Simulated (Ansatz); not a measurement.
Crystal: PtS2.

```
Pt S
1.0
     3.54320    0.00000    0.00000
    -1.77160    3.06850    0.00000
     0.00000    0.00000    5.03880
Pt S
1 2
Direct
  0.00000 0.00000 0.00000
  0.66667 0.33333 0.77300
  0.33333 0.66667 0.22700
```

Base run:

| Property | Result |
| --- | --- |
| Program | Ansatz 0.2.0 |
| Functional | PBE0 |
| Potentials or basis | Ansatz PAW |
| Cutoff | 420 eV (not typed: the program's choice for these potentials) |
| k mesh | 5 × 5 × 3 |
| Occupations | fermi-dirac, width 0.05 eV |
| Spin | no spin polarisation |

Its results: band gap on the k mesh 2.59 eV, indirect (least direct gap 2.86 eV); pressure 6.9 GPa; largest force 0.908 eV/Å.

Problem. The run is repeated on the same cell with these changes: functional from PBE0 to r2SCAN50; cutoff from 420 eV (not typed: the program's choice for these potentials) to 500 eV (not typed: the program's choice for these potentials). What comes out?

Solution. Band gap on the k mesh 3.98 eV, indirect (least direct gap 4.47 eV); pressure 2.2 GPa; largest force 0.580 eV/Å.

Caveats: the k mesh misses the band edges, so the gap on the mesh is wider than the one along the path; spin-orbit coupling is left out, which moves the levels of the heavy elements; the PAW data sets come from PBE, with cores solved anew for the run's functional, which leaves a small shift of forces and pressure; the thresholds are loose for stress.
